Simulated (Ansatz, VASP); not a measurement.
## Two plane-wave programs on Cd3Te5

```
Cd Te
1.0
     6.24307    0.00000    0.00000
     0.00000    6.24307    0.00000
     0.00000    0.00000    6.24307
Cd Te
3 5
Direct
  0.50000 0.00000 0.00000
  0.00000 0.50000 0.00000
  0.00000 0.00000 0.50000
  0.00000 0.50000 0.50000
  0.50000 0.00000 0.50000
  0.50000 0.50000 0.00000
  0.00000 0.00000 0.00000
  0.50000 0.50000 0.50000
```

Alike in both runs: functional PBE; k mesh 3 × 3 × 3; occupations gaussian, width 0.2 eV; no spin polarisation.

Ansatz relaxed the structure, and its values are those at the end. VASP's run is a single point on that final structure, the one shown.

```csv
,VASP,Ansatz
version,VASP 6.6.1,Ansatz 0.2.0
potentials or method,"VASP PAW PBE potentials, release 64 (Cd, Te)","scalar-relativistic, plane waves, PAW"
plane-wave cutoff (eV),520,420
valence electrons in the cell,66,140
```

|  | VASP | Ansatz | Ansatz less VASP |
| --- | --- | --- | --- |
| gap on the k mesh at the Fermi level (eV) | none | none | - |
| pressure (GPa) | -0.2 | -0.2 | -0.07 |

A gap of «none» marks a metal or a gap that the smearing closes. The two sets of potentials don't hold the same shells in valence.

Spin-orbit coupling is left out, which matters for the levels of Te.
